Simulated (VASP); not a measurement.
## CoO: relaxation of cell and atoms with PW91

CoO:

```xyz
2
Lattice="2.8285 0.0000 0.0000 -1.4142 2.4495 0.0000 0.0000 0.0000 2.7217" Properties=species:S:1:pos:R:3 pbc="T T T"
Co    0.0000    0.0000    1.3609
O     1.4142    0.8165    0.0000
```

The cell was built by a generator and needn't be a form met in nature.

```
Program                : VASP 6.6.1
Task                   : relaxation of cell and atoms
Functional             : PW91
Potentials or basis    : VASP PAW PBE potentials, release 64 (Co, O)
Cutoff                 : 600 eV
k mesh                 : 8 × 8 × 7
Occupations            : fermi-dirac, width 0.05 eV
Spin                   : collinear spin, ferromagnetic start
Starting moments       : [2.0, 0.0] μB
Further INCAR settings : ALGO = Normal; EDIFF = 1e-06; IBRION = 2; EDIFFG = -0.02; NSW = 60; ISIF = 3
```

```
Relaxed volume                                        : 9.37 Å³/atom
Relaxed cell                                          : a = 2.824 Å, b = 2.824 Å, c = 2.713 Å, α = 90.00°, β = 90.00°, γ = 120.00°
Space group after relaxing (to 0.05 Å)                : P-6m2 (No. 187)
Energy gained by relaxing                             : 0.3 meV/atom
Ionic steps                                           : 3
Pressure after relaxing                               : 0.1 GPa
Band gap on the k mesh                                : none (metal or under the smearing width)
Net moment                                            : 3.00 μB per cell
Site moments                                          : Co +2.53; O +0.42 μB
Valence electrons inside the program's atomic spheres : Co 7.87; O 4.96
```

Stress tensor (GPa, compression positive):
```
 0.19  0.00  0.00
 0.00  0.19  0.00
 0.00  0.00 -0.13
```

The path:
```tsv
step	energy change (eV)	largest force (eV/Å)	pressure (GPa)	volume (Å³)
1	0.0000	0.0001	-1.26	18.86
2	-0.0002	0.0000	1.04	18.66
3	-0.0005	0.0000	0.08	18.74
```

Final structure:
```
CELL_PARAMETERS angstrom
2.82416 0.00000 0.00000
-1.41208 2.44579 0.00000
0.00000 0.00000 2.71326
ATOMIC_POSITIONS crystal
Co 0.00000 0.00000 0.50000
O 0.66667 0.33333 0.00000
```

Levels at points of the mesh, in eV from the Fermi level:
Spin up:
| k point | band 5 | band 6 | band 7 | band 8 | band 9 | band 10 | band 11 | band 12 |
| --- | --- | --- | --- | --- | --- | --- | --- | --- |
| (0.00, 0.00, 0.00) | -3.67 | -2.73 | -2.73 | -0.96 | -0.96 | 0.81 | 14.79 | 16.23 |
| (0.50, 0.00, 0.00) | -4.11 | -2.87 | -2.03 | -1.98 | -0.53 | 5.68 | 8.77 | 14.99 |
| (0.50, 0.50, 0.00) | -4.11 | -2.87 | -2.03 | -1.98 | -0.53 | 5.68 | 8.77 | 14.99 |
Spin down:
| k point | band 4 | band 5 | band 6 | band 7 | band 8 | band 9 |
| --- | --- | --- | --- | --- | --- | --- |
| (0.00, 0.00, 0.00) | -2.98 | -2.59 | 0.16 | 0.16 | 0.83 | 0.83 |
| (0.50, 0.00, 0.00) | -3.35 | -2.23 | -0.02 | 0.17 | 0.35 | 1.62 |
| (0.50, 0.50, 0.00) | -3.35 | -2.23 | -0.02 | 0.17 | 0.35 | 1.62 |

Run time: 81 s on 1 thread of Intel(R) Xeon(R) Platinum 8488C (Sapphire Rapids), with other jobs on the host, peak memory 0.18 GiB.

Caveat: the PAW data sets were made with another functional, which shifts forces and pressure a little; a cell with one magnetic atom can't hold antiferromagnetic order, which such compounds often take; semilocal functionals often make such compounds metallic where correlation or magnetic order opens a gap, which also shifts bond lengths. With open d or f shells a metallic result of PW91 can be an artefact of self-interaction; +U or a hybrid may open a gap.
